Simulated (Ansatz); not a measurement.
# Ti3PbO7: a ladder of calculations

Cell of run 1: a Materials Project structure (computed, not necessarily an observed phase), atoms as given.

Space group P2_1/m (No. 11); a = 6.6095, b = 3.8152, c = 10.7613 Å, β = 98.14°.

| site | Wyckoff | site symmetry | x | y | z |
| --- | --- | --- | --- | --- | --- |
| Ti1 | 2e | m | 0.5510 | 0.7500 | 0.8986 |
| Ti3 | 2e | m | 0.6929 | 0.7500 | 0.5648 |
| Ti5 | 2e | m | 0.2532 | 0.7500 | 0.6554 |
| Pb | 2e | m | 0.0046 | 0.7500 | 0.1503 |
| O9 | 2e | m | 0.4746 | 0.7500 | 0.0736 |
| O11 | 2e | m | 0.7442 | 0.7500 | 0.3827 |
| O13 | 2e | m | 0.3562 | 0.7500 | 0.4790 |
| O15 | 2e | m | 0.8327 | 0.7500 | 0.9441 |
| O17 | 2e | m | 0.9553 | 0.7500 | 0.6291 |
| O19 | 2e | m | 0.5654 | 0.7500 | 0.7142 |
| O21 | 2e | m | 0.2498 | 0.7500 | 0.8246 |

One atom of each set is listed.

All runs are DFT with Ansatz 0.2.0 (plane waves and PAW, scalar-relativistic unless spin–orbit coupling is named, Γ-centred meshes, Fermi–Dirac smearing where given) in this cell.

Run 1: PBE, gradients read without the response of the cores, atoms as given; 420 eV, 4×6×2 k-points, smearing 0.02 eV.
Run 2: r2SCAN, gradients read without the response of the cores, atoms as given; 500 eV, 4×6×2 k-points, smearing 0.02 eV.
Run 3: PBE with spin–orbit coupling, gradients read without the response of the cores, atoms as given; 420 eV, 4×6×2 k-points, smearing 0.02 eV.

```json
{"run": "1", "Pb V_zz (η)": "13.74 (0.82)", "O11 V_zz (η)": "-2.74 (0.82)", "O17 V_zz (η)": "0.78 (0.49)", "O21 V_zz (η)": "-2.17 (0.16)"}
{"run": "2", "Pb V_zz (η)": "13.90 (0.98)", "O11 V_zz (η)": "-2.99 (0.78)", "O17 V_zz (η)": "1.11 (0.33)", "O21 V_zz (η)": "-1.91 (0.16)"}
{"run": "3", "Pb V_zz (η)": "?", "O11 V_zz (η)": "?", "O17 V_zz (η)": "?", "O21 V_zz (η)": "?"}
```

V_zz in 10²¹ V/m²; 4 of the 11 sets of like atoms are followed.

Problem. Estimate the row of run 3.

Solution. Pb: 14.25 (0.85); O11: -2.75 (0.82); O17: 0.79 (0.47); O21: -2.27 (0.17). It lies nearest to run 1, from whose tensors on these sites it differs by 0.70 at most (largest principal value of the difference, on Pb). Taken one at a time, the functional (r2SCAN with its higher cutoff) moves the tensors on these sites by up to 1.55 (largest principal value of the change, on Pb), spin–orbit coupling by 0.70 (Pb).
